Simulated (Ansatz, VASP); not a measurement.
# Two plane-wave programs on TiC

The input INCAR:

```
ALGO = Normal
EDIFF = 1E-6
EDIFFG = -0.005
ENCUT = 600
GGA = CA
IBRION = 2
ISIF = 3
ISMEAR = 0
LASPH = T
LCHARG = F
LREAL = F
LWAVE = F
NELM = 60
NSW = 70
PREC = Accurate
SIGMA = 0.1
```

The input KPOINTS:

```
k-points
0
Gamma
  16 16 16
```

The input POSCAR:

```
TiC
1.0
    0.0000000000      2.1664107360      2.1664107360
    2.1664107360      0.0000000000      2.1664107360
    2.1664107360      2.1664107360      0.0000000000
Ti C
1 1
Direct
    0.0000000000      0.0000000000      0.0000000000
    0.5000000000      0.5000000000      0.5000000000
```

Input for Ansatz:

```yaml
crystal:
  lattice:
    - [0.0, 2.166410736, 2.166410736]
    - [2.166410736, 0.0, 2.166410736]
    - [2.166410736, 2.166410736, 0.0]
  atoms:
    - { symbol: Ti, position: [0.0, 0.0, 0.0] }
    - { symbol: C, position: [0.5, 0.5, 0.5] }
basis:
  ecutwfc: 420
kpoints:
  mp_grid: { grid: [16, 16, 16] }
hamiltonian:
  xc: lda
scf:
  occupations: { method: gaussian, width: 0.1 }
output:
  forces: true
  stress: true
  eigenvalues: true
relax:
  adjacent_minimum: "off"
  f_tol: 0.005
  max_steps: 50
  cell: { stress_tol: 0.05 }
```

Alike in both runs: task relaxation of cell and atoms; functional LDA; k mesh 16 × 16 × 16; occupations gaussian, width 0.1 eV; no spin polarisation.

|  | VASP | Ansatz |
| --- | --- | --- |
| version | VASP 6.6.1 | Ansatz 0.2.0 |
| potentials or method | VASP PAW LDA potentials, release 64 (Ti_sv, C) | scalar-relativistic, plane waves, PAW |
| plane-wave cutoff (eV) | 600 | 420 |
| valence electrons in the cell | 16 | 16 |

VASP gave:

```
gap on the k mesh at the Fermi level, each at its own relaxed structure (eV) : none
relaxed volume (Å³/atom)                                                     : 9.69
relaxed cell length with the largest relative difference (Å)                 : 3.015
energy change over the relaxation (meV/atom)                                 : -19
```

Problem. What did Ansatz give for the same quantities?

Solution. gap on the k mesh at the Fermi level, each at its own relaxed structure (eV): none; relaxed volume (Å³/atom): 9.67; relaxed cell length with the largest relative difference (Å): 3.013; energy change over the relaxation (meV/atom): -21.

A gap of «none» marks a metal or a gap that the smearing closes.

LDA usually gives volumes a few per cent too small. Zero-point motion and thermal expansion aren't in these numbers.
